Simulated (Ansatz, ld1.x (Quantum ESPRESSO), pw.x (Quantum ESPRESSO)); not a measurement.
## Equation-of-state test of one TM potential (Pd (Z = 46))

| Quantity | Value |
| --- | --- |
| Element | palladium (Pd) |
| Generator | ld1.x (Quantum ESPRESSO) 7.5 |
| Type | norm-conserving Troullier–Martins (Kleinman–Bylander form) |
| Functional | PBE |
| Relativity | scalar-relativistic |
| Frozen core | [Kr] |
| Valence charge | 10 |
| Reference configuration | 4d10 5s0 5p0 |
| Partial waves | 5p (bound, empty): rc 3.90 bohr; 4d (bound): rc 1.40 bohr; 5s (bound, empty): rc 2.15 bohr |
| Local potential | the s channel |
| Core correction | a·sin(br)/r model core inside 1.05 bohr |

Atomic tests: cutoffs needed: 70 Ry and 90 Ry (the cutoffs (Ry, on a coarse ladder) from which the occupation-weighted sum of valence levels, in a spherical-Bessel basis at the reference potential, stays within 10 and 1 mRy of its value at 400 Ry); ghost test: no extra level below or beside the all-electron valence levels (p, d, s, f tested) (spherical-Bessel basis up to 400 Ry, 20 bohr box); configuration tests: 1 of 7 tests not solved or not reliable.

Crystal test: sc Pd in pw.x 7.5, no spin, 13³ k-points, Fermi–Dirac smearing 0.01 Ry, cutoffs 110/440 Ry. The reference is all-electron LAPW (Ansatz 0.2.0) with the same functional, mesh and smearing; V0 and B0 come from Birch–Murnaghan fits to the pressures at five volumes. Errors are pseudo minus all-electron; Δ is the rms difference of the E(V) curves that follow from these fits, minima aligned, over ±6 % about the mean V0. Mesh and smearing are coarse, so the numbers serve the comparison and aren't converged zero-temperature values; the lattice is a test structure that the element need not adopt.

```csv
V (Å³/atom),P all-electron (GPa),P pseudo (GPa)
17.046,6.62,16.10
17.494,2.85,11.34
17.943,-0.36,7.28
18.392,-3.09,3.81
18.840,-5.40,0.85
```

All-electron: a0 = 2.615 Å (V0 = 17.89 Å³/atom), B0 = 120.2 GPa.

Pseudopotential: mean pressure error (GPa): +7.75. The pressure does not cross zero within the volumes sampled, so no fit is given. The largest radius (3.90 bohr) exceeds half the bond length (2.47 bohr), so the spheres overlap, which is one possible source of error among others. This is a poor potential for the solid. Atomic configuration tests: 1 of 7 tests not solved or not reliable.

Problem. At the middle volume, how do free energy and pressure move when the wave cutoff is lowered (ecutrho kept at four times it)?

Solution.

```tsv
cutoff (Ry)	shift of F (meV/atom)	shift of P (GPa)
50	+1594.8	-74.76
66	+93.8	-7.36
88	+6.5	+0.22
```

The run at the middle volume (84 k-points, 8 iterations) took about 25 s on one core of a shared host (Neoverse-V1, 32 threads, 247 GiB, load 23).
